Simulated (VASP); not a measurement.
# Os: intraband terms of a metal's spectrum

Os, P6_3/mmc (no. 194), 2 atoms in the cell. PBE, independent-particle dielectric function; PAW potentials Os (PBE set).

## Input

INCAR.step1:
```
SYSTEM = Os
  EDIFF = 1E-7
  ENCUT = 270
  ISMEAR = 1
  KPAR = 4
  LASPH = .True.
  LCHARG = .True.
  LMAXMIX = 4
  LWAVE = .False.
  PREC = Accurate
  SIGMA = 0.1
```

INCAR.step2:
```
SYSTEM = Os
  CSHIFT = 0.1
  EDIFF = 1E-6
  ENCUT = 270
  ICHARG = 11
  ISMEAR = 0
  KPAR = 4
  LASPH = .True.
  LCHARG = .False.
  LMAXMIX = 4
  LWAVE = .True.
  NBANDS = 26
  NEDOS = 3000
  OMEGAMAX = 30
  PREC = Accurate
  SIGMA = 0.3
```

INCAR.step3, as INCAR.step2 but for:
```
- LWAVE = .True.
+ ALGO = None
+ ISTART = 1
+ LOPTICS = .True.
+ LWAVE = .False.
+ NELM = 1
```

INCAR.step4, as INCAR.step3 but for:
```
+ WPLASMAI = 0.03
```

INCAR.step5 to INCAR.step6 change the same tag again: WPLASMAI = 0.1, 0.3.

INCAR.step7, as INCAR.step6 but for:
```
- WPLASMAI = 0.3
+ RTIME = 40
```

INCAR.step8, as INCAR.step7 but for:
```
- RTIME = 40
+ RTIME = 5
```

INCAR.step9, as INCAR.step8 but for:
```
- RTIME = 5
+ LNABLA = .True.
```

INCAR.step10, as INCAR.step9 but for:
```
- ISMEAR = 0
- LNABLA = .True.
+ ISMEAR = -5
```

KPOINTS.step1:
```
k-points
0
Gamma
  11 11 6
```

KPOINTS.step2:
```
k-points
0
Gamma
  17 17 10
```

POSCAR:
```
Os
1.0
    2.7341000000      0.0000000000      0.0000000000
   -1.3670500000      2.3678000565      0.0000000000
    0.0000000000      0.0000000000      4.3197000000
Os
2
Direct
    0.6666666667      0.3333333333      0.7500000000
    0.3333333333      0.6666666667      0.2500000000
```

Commands (each step's output is kept before the next begins):
```
cat potpaw_PBE.64/Os/POTCAR > POTCAR
cp INCAR.step1 INCAR
cp KPOINTS.step1 KPOINTS
mpirun -np 4 vasp_std > vasp.out
cp INCAR.step2 INCAR
cp KPOINTS.step2 KPOINTS
mpirun -np 4 vasp_std > vasp.out
cp INCAR.step3 INCAR
mpirun -np 4 vasp_std > vasp.out
cp INCAR.step4 INCAR
mpirun -np 4 vasp_std > vasp.out
cp INCAR.step5 INCAR
mpirun -np 4 vasp_std > vasp.out
cp INCAR.step6 INCAR
mpirun -np 4 vasp_std > vasp.out
cp INCAR.step7 INCAR
mpirun -np 4 vasp_std > vasp.out
cp INCAR.step8 INCAR
mpirun -np 4 vasp_std > vasp.out
cp INCAR.step9 INCAR
mpirun -np 4 vasp_std > vasp.out
cp INCAR.step10 INCAR
mpirun -np 4 vasp_std > vasp.out
```

## Result

- Bands: 26

One ground state, settings moved in the last step alone:

| Settings | Plasma frequency (eV) | Im ε at 0.5 eV | Im ε at 1 eV | Im ε at 2 eV | Im ε at 4 eV | Time (s) |
|---|---|---|---|---|---|---|
| interband part alone | 8.76 | 16.7 | 19.4 | 16.1 | 27.1 | 6 |
| Drude term, WPLASMAI 0.03 | 8.76 | 35.1 | 21.7 | 16.4 | 27.2 | 8 |
| Drude term, WPLASMAI 0.1 | 8.76 | 75.8 | 27.0 | 17.1 | 27.3 | 6 |
| Drude term, WPLASMAI 0.3 | 8.76 | 152.3 | 40.5 | 18.9 | 27.5 | 6 |
| relaxation time RTIME 40 fs | 8.76 | 26.8 | 20.6 | 16.3 | 27.2 | 7 |
| relaxation time RTIME 5 fs | 8.76 | 92.4 | 29.3 | 17.4 | 27.3 | 6 |
| transversal form (LNABLA) | 7.74 | 14.0 | 15.8 | 13.2 | 23.0 | 6 |
| tetrahedron method | – | – | – | – | – | no result |

Limits: Spin-orbit coupling is left out, which can matter with atoms this heavy.

VASP 6.6.1 took 56 s on 4 cores (Intel Xeon Platinum 8375C @ 2.90GHz (Ice Lake)), a shared host.
